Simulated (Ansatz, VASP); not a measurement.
Two plane-wave programs on SnSe

```xyz
2
Lattice="0.0000 2.9586 2.9586 2.9586 0.0000 2.9586 2.9586 2.9586 0.0000" Properties=species:S:1:pos:R:3 pbc="T T T"
Sn    0.0000    0.0000    0.0000
Se    2.9586    2.9586    2.9586
```

Alike in both runs: task single point; functional PBE; dispersion D3(BJ); k mesh 10 × 10 × 10; occupations gaussian, width 0.02 eV; no spin polarisation.

```csv
,VASP,Ansatz
version,VASP 6.6.1,Ansatz 0.2.0
potentials or method,"VASP PAW PBE potentials, release 64 (Sn_d, Se)","scalar-relativistic, plane waves, PAW"
plane-wave cutoff (eV),520,420
valence electrons in the cell,20,30
```

```tsv
	VASP	Ansatz	Ansatz less VASP
gap on the k mesh at the Fermi level (eV)	0.50	0.50	+0.001
least direct gap on the mesh (eV)	0.60	0.60	0.000
pressure (GPa)	1.7	1.7	+0.01
```

The two sets of potentials don't hold the same shells in valence.

Caveats: spin-orbit coupling is left out, which moves the levels of the heavy elements.
